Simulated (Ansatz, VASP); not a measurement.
**Ag: VASP beside Ansatz**

Contents of INCAR:

```
  PREC = Accurate
  ENCUT = 520
  EDIFF = 1E-7
  ISMEAR = 0
  SIGMA = 0.3
  LREAL = F
  LASPH = T
  NELM = 80
  ALGO = Normal
  ISIF = 2
  LWAVE = F
  LCHARG = F
  GGA = PE
  NBANDS = 12
```

The input KPOINTS:

```
regular mesh
0
Gamma
  13 13 13
```

POSCAR

```
Ag
1.0
    0.0000000000      2.0734381516      2.0734381516
    2.0734381516      0.0000000000      2.0734381516
    2.0734381516      2.0734381516      0.0000000000
Ag
1
Direct
    0.0000000000      0.0000000000      0.0000000000
```

Input for Ansatz:

```yaml
crystal:
  lattice:
    - [0.0, 2.0734381516, 2.0734381516]
    - [2.0734381516, 0.0, 2.0734381516]
    - [2.0734381516, 2.0734381516, 0.0]
  atoms:
    - { symbol: Ag, position: [0.0, 0.0, 0.0] }
hamiltonian:
  xc: pbe
  pseudopotentials:
    kind: paw
    azcp:
      Ag: "pseudopotentials/Ag.paw.azcp"
basis:
  ecutwfc: 420
  fft_grid_basis: typed
kpoints:
  mp_grid: { grid: [13, 13, 13], shift: [0, 0, 0] }
magnetization:
  spin_polarized: false
scf:
  occupations: { method: gaussian, width: 0.3 }
  lower_state_search: "off"
output:
  stress: true
  write_density: true
  write_potential: true
  elf: true
  volumetric_format: npy
```

Alike in both runs: task single point; functional PBE; k mesh 13 × 13 × 13; occupations gaussian, width 0.3 eV; no spin polarisation.

|  | VASP | Ansatz |
| --- | --- | --- |
| version | VASP 6.6.1 | Ansatz 0.2.0 |
| potentials or method | VASP PAW PBE potentials, release 64 (Ag) | plane waves (420 eV) with PAW, scalar-relativistic |
| plane-wave cutoff (eV) | 520 | 420 |
| valence electrons in the cell | 11 | 19 |

|  | VASP | Ansatz | Ansatz less VASP |
| --- | --- | --- | --- |
| pressure (GPa) | -0.1 | 0.0 | +0.11 |

The two sets of potentials don't hold the same shells in valence.
